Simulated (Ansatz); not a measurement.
**InP: phonons with LDA**

**What was measured.**

A printed reference work, data compilation reports, for a bulk crystal of InP at 1.6 K: band gap 1.4236 eV (direct).

InP:

```
In P
1.0
     0.00000    2.93050    2.93050
     2.93050    0.00000    2.93050
     2.93050    2.93050    0.00000
In P
1 1
Cartesian
  0.0000 0.0000 0.0000
  4.3957 4.3957 4.3957
```

- Program: Ansatz 0.2.0
- Task: phonons
- Functional: LDA
- Potentials or basis: Ansatz PAW
- Cutoff: 420 eV (not typed: the program's choice for these potentials)
- k mesh: 6 × 6 × 6
- Occupations: fixed
- Spin: no spin polarisation
- q mesh: 2 × 2 × 2
- Path: [["G", "X", "W", "K", "G", "L", "U", "W", "L", "K"], ["U", "X"]]
- Points for each segment of the path: 8

| Item | Value |
| --- | --- |
| Band gap on the k mesh | 0.48 eV, direct |
| Highest phonon frequency, LO-TO splitting left out | 324 cm⁻¹ |

Levels at points of the mesh, in eV from the valence-band top:
```csv
k point,band 7,band 8,band 9,band 10,band 11,band 12
"(0.00, 0.00, 0.00)",0.00,0.00,0.00,0.48,3.95,3.95
"(0.00, 0.00, -0.50)",-5.84,-0.99,-0.99,1.30,4.69,4.69
"(0.00, -0.50, -0.50)",-5.88,-2.36,-2.36,1.59,2.11,8.98
"(-0.50, 0.00, 0.00)",-5.84,-0.99,-0.99,1.30,4.69,4.69
"(-0.50, 0.00, -0.50)",-5.88,-2.36,-2.36,1.59,2.11,8.98
```

Phonon frequencies in cm⁻¹ (negative: imaginary):
```
                q point            frequencies
  (0.000, 0.000, 0.000)      0 0 0 297 297 297
 (0.000, 0.000, -0.500)  54 54 162 303 303 324
(0.000, -0.500, -0.500)  68 68 175 311 311 317
```

Run time: 39 s on 2 threads of Intel(R) Xeon(R) Processor @ 2.70GHz, with other jobs on the host, peak memory 0.53 GiB.

Measured gap of InP: 1.4236 eV (direct; 1.6 K; a printed reference work, data compilation). This calculation gives 0.48 eV (-0.95 eV). Spin-orbit coupling on In is left out. The value is that of LDA, without temperature or zero-point motion. Semilocal functionals fall short of measured gaps as a rule.

Caveat: spin-orbit coupling is left out, which moves the levels of the heavy elements; the q mesh is small, so phonon branches between its points and thermal values are rough.
